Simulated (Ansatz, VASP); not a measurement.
# One calculation of Al, two programs

Contents of INCAR:

```
SYSTEM = Al
  ALGO = Normal
  EDIFF = 1E-6
  ENCUT = 520
  GGA = PS
  ISIF = 2
  ISMEAR = 0
  IVDW = 12
  LASPH = .True.
  LCHARG = .False.
  LREAL = .False.
  LWAVE = .False.
  NBANDS = 14
  NELM = 100
  PREC = Accurate
  SIGMA = 0.15
```

Contents of KPOINTS:

```
k-points
0
Gamma
  18 18 6
  0 0 0
```

POSCAR

```
Al
1.0
    2.8007800515      0.0000000000      0.0000000000
   -1.4003900257      2.4255466750      0.0000000000
    0.0000000000      0.0000000000      9.8538000000
Al
4
Direct
    0.0000000000      0.0000000000      0.0000000000
    0.3333333333      0.6666666667      0.2500000000
    0.0000000000      0.0000000000      0.5000000000
    0.6666666667      0.3333333333      0.7500000000
```

Input for Ansatz:

```yaml
crystal:
  lattice:
    - [2.8007800515, 0.0, 0.0]
    - [-1.4003900257, 2.425546675, 0.0]
    - [0.0, 0.0, 9.8538]
  atoms:
    - { symbol: Al, position: [0.0, 0.0, 0.0] }
    - { symbol: Al, position: [0.3333333333, 0.6666666667, 0.25] }
    - { symbol: Al, position: [0.0, 0.0, 0.5] }
    - { symbol: Al, position: [0.6666666667, 0.3333333333, 0.75] }
basis:
  ecutwfc: 420
kpoints:
  mp_grid: { grid: [18, 18, 6] }
hamiltonian:
  xc: pbesol
  pseudopotentials: { kind: paw, azcp: { folder: soft_1 } }
  dispersion: d3bj
scf:
  occupations: { method: gaussian, width: 0.15 }
output:
  forces: true
  stress: true
  eigenvalues: true
```

Alike in both runs: task single point; functional PBEsol; dispersion D3(BJ); k mesh 18 × 18 × 6; occupations gaussian, width 0.15 eV; no spin polarisation.

```csv
,VASP,Ansatz
version,VASP 6.6.1,Ansatz 0.2.0
potentials or method,"VASP PAW PBE potentials, release 64 (Al)","scalar-relativistic, plane waves, PAW"
plane-wave cutoff (eV),520,420
valence electrons in the cell,12,12
```

|  | VASP | Ansatz | Ansatz less VASP |
| --- | --- | --- | --- |
| gap on the k mesh at the Fermi level (eV) | none | none | - |
| pressure (GPa) | -4.7 | -4.8 | -0.08 |
| largest component of the traceless stress (GPa) | 2.81 | 2.78 | -0.025 |

A gap of «none» marks a metal or a gap that the smearing closes. Ansatz warned: «pseudo_functional_mismatch».

Caveats: the PAW data sets were made with another functional, which shifts forces and pressure a little (VASP); pairwise dispersion overbinds metals, which lowers pressure and volume.
